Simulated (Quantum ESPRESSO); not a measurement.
TiNi under changes of volume

One of the cells (13.403 Å³/atom); the others are scaled copies at fixed shape and fractional positions:

```
Ni Ti
1.0
     2.73580    0.00000    0.00000
     0.00000    2.73580    0.00000
     0.00000    0.00000    3.58141
Ni Ti
1 1
Cartesian
  0.0000 0.0000 0.0000
  1.3679 1.3679 1.7907
```

The cell comes from a database or a generator and needn't be the stable form of this composition.

```yaml
Program: Quantum ESPRESSO 7.5
Functional: PBEsol
Potentials_or_basis: GBRV 1.5 PBEsol
Cutoff: 612 eV
Density_cutoff: 4898 eV
k_mesh: 10 × 10 × 8
Occupations: fermi-dirac, width 0.05 eV
Spin: collinear spin, ferromagnetic start
Starting_moments: "[1.0, 1.0] μB"
```

| volume (Å³/atom) | energy over the lowest point (meV/atom) | pressure (GPa) |
| --- | --- | --- |
| 12.599 | ? | ? |
| 12.867 | 0.00 | 0.2 |
| 13.135 | 2.46 | -3.3 |
| 13.403 | 10.39 | -6.3 |
| 13.671 | 23.20 | -9.1 |
| 13.939 | 40.42 | -11.6 |
| 14.207 | 61.58 | -13.8 |

What does the run at 12.599 Å³/atom give?

Energy over the lowest point 3.62 meV/atom; pressure 4.0 GPa.

Worked out: A Birch-Murnaghan fit of order 3 (a polynomial in V^(-2/3)) to the other rows has its minimum at 12.89 Å³/atom with B0 = V·E''(V) = 173 GPa and B' = 4.2 at fixed shape and positions, which overstates the stiffness. It gives 3.62 meV/atom at 12.599 Å³/atom, against the run's 3.62, and -dE/dV = 4.1 GPa, against 4.0.

Energies are extrapolated to zero smearing.
